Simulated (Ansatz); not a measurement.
The system is BaTiO3.

```
CELL_PARAMETERS angstrom
3.99980 0.00000 0.00000
0.00000 3.99980 0.00000
0.00000 0.00000 4.01800
ATOMIC_POSITIONS crystal
Ba 0.00000 0.00000 0.00000
Ti 0.50000 0.50000 0.49000
O 0.00000 0.50000 0.51700
O 0.50000 0.00000 0.51700
O 0.50000 0.50000 0.01900
```

```yaml
Program: Ansatz 0.2.0
Task: relaxation of cell and atoms
Functional: PBEsol
Potentials_or_basis: Ansatz PAW
Cutoff: "420 eV (not typed: the program's choice for these potentials)"
k_mesh: 7 × 7 × 7
Occupations: fermi-dirac, width 0.05 eV
Spin: no spin polarisation
```

At the start: volume 12.86 Å³/atom.

Q: Where does the relaxation end?

A: It ends after 10 steps and the volume is 12.65 Å³/atom (-1.6 %); space group P4mm (No. 99, to 0.05 Å).

Step by step:
| step | energy change (eV) | largest force (eV/Å) | volume (Å³) |
| --- | --- | --- | --- |
| 1 | 0.0000 | 0.3541 | 64.28 |
| 2 | -0.0247 | 0.1197 | 62.83 |
| 3 | -0.0248 | 0.1473 | 62.93 |
| 4 | -0.0252 | 0.1377 | 62.98 |
| 5 | -0.0260 | 0.1045 | 63.11 |
| 6 | -0.0275 | 0.0142 | 63.28 |
| 7 | -0.0275 | 0.0026 | 63.30 |
| 8 | -0.0244 | 0.0029 | 63.30 |
| 9 | -0.0245 | 0.0017 | 63.27 |
| 10 | -0.0244 | 0.0017 | 63.27 |

Final structure:
```xyz
5
Lattice="3.9556 0.0000 0.0000 0.0000 3.9556 0.0000 0.0000 0.0000 4.0434" Properties=species:S:1:pos:R:3 pbc="T T T"
Ba    0.0000    0.0000   -0.0076
Ti    1.9778    1.9778    1.9527
O     0.0000    1.9778    2.0908
O     1.9778    0.0000    2.0908
O     1.9778    1.9778    0.1123
```

Caveat: the plane-wave basis is chosen anew once the cell has moved, so the energies of steps on either side of that aren't comparable; the pressure holds a Pulay correction of +0.6 GPa for the finite cutoff; the PAW data sets come from PBE, with cores solved anew for the run's functional, which leaves a small shift of forces and pressure.
